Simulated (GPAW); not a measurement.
BN:

```
N B
1.0
     0.00000    1.81300    1.81300
     1.81300    0.00000    1.81300
     1.81300    1.81300    0.00000
N B
1 1
Direct
  0.25000 0.25000 0.25000
  0.00000 0.00000 0.00000
```

The cell is a database's computed one.

* Program: GPAW 26.7.0
* Task: relaxation of cell and atoms
* Functional: PBEsol
* Dispersion: D3(BJ)
* Potentials or basis: PAW data sets generated in the run's folder for this functional
* Cutoff: 800 eV
* Basis: pw
* k mesh: 13 × 13 × 13
* Occupations: fermi-dirac, width 0.05 eV
* Spin: no spin polarisation

At the start: pressure -11.4 GPa; volume 5.96 Å³/atom.

Question: Where does the relaxation end?

Answer: Over 3 steps the energy falls by 5.0 meV/atom and the volume is 5.78 Å³/atom (-3.0 %); space group F-43m (No. 216, to 0.05 Å).

Step by step:
| step | energy change (eV) | largest force (eV/Å) | pressure (GPa) | volume (Å³) |
| --- | --- | --- | --- | --- |
| 1 | 0.0000 | 0.0000 | -11.42 | 11.92 |
| 2 | -0.0057 | 0.0000 | -8.13 | 11.81 |
| 3 | -0.0099 | 0.0000 | 0.22 | 11.56 |

Final structure:
```
N B
1.0
     0.00000    1.79440    1.79440
     1.79440    0.00000    1.79440
     1.79440    1.79440    0.00000
N B
1 1
Direct
  0.25000 0.25000 0.25000
  0.00000 0.00000 0.00000
```

Caveat: later steps reuse the first step's grids.
